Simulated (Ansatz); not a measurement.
Several faces are cut from this relaxed crystal of Al₂Pt:

```cif
data_structure
_symmetry_space_group_name_H-M 'Fm-3m'
_symmetry_Int_Tables_number 225
_cell_length_a 5.9464
_cell_length_b 5.9464
_cell_length_c 5.9464
_cell_angle_alpha 90.000
_cell_angle_beta 90.000
_cell_angle_gamma 90.000
_cell_volume 210.26
loop_
_atom_site_label
_atom_site_type_symbol
_atom_site_symmetry_multiplicity
_atom_site_Wyckoff_symbol
_atom_site_fract_x
_atom_site_fract_y
_atom_site_fract_z
_atom_site_occupancy
Al1 Al 8 c 0.25000 0.75000 0.75000 1
Pt1 Pt 4 a 0.00000 0.00000 0.00000 1
```

Miller indices refer to the conventional cell, a = 5.946 Å, b = 5.946 Å, c = 5.946 Å, α = 90.00°, β = 90.00°, γ = 90.00°.

Level of theory: DFT PBE, scalar-relativistic, plane waves, PAW in Ansatz. Cutoff 420 eV, Γ-centred meshes, Gaussian smearing of 0.10 eV, no spin polarisation.

All atoms of each slab relax at the bulk's in-plane cell, with a dipole correction; γ is the mean of a slab's two faces. Bonds are neighbours within 10 % of the shortest distances in the bulk.

**Question.** Order these faces by relaxed surface energy, lowest first.
A. (110), ending in Al2Pt (5 planes)
B. (111), ending in Al (9 planes)

**Answer.** B (1.15 J/m²), A (1.32 J/m²).

**Question.** What are the details?

**Answer.** 
```tsv
face	planes	thickness (Å)	area (Å²)	cut bonds per Å²	γ as cut (J/m²)	γ relaxed (J/m²)	work function, top (eV)
(110), ending in Al2Pt	5	8.4	25.00	0.160	1.37	1.32	4.50
(111), ending in Al	9	8.6	15.31	0.131	1.24	1.15	4.19
```

**Question.** Which shape does a crystal take in vacuum at zero temperature, if only these faces and their equivalents are allowed (Wulff construction)?

**Answer.** Shares of the surface area: (110) 26 %, (111) 74 %. Faces that weren't computed or are left out here could take a part.

Faces whose slabs rebuild by over 0.8 Å, distort in their middle or lose their symmetry through the k mesh, and polar cuts of insulators, are left out. Of the terminations computed for a plane the cheapest is shown.

The slabs are thin, so differences under about 0.05 J/m² or 0.1 eV aren't settled, and faces are 1×1 cells, without the reconstructions that some real ones have. Spin-orbit coupling is left out, which matters for the bands of heavy elements.

The order follows the density of bonds that each cut crosses: the fewer, the cheaper the face.
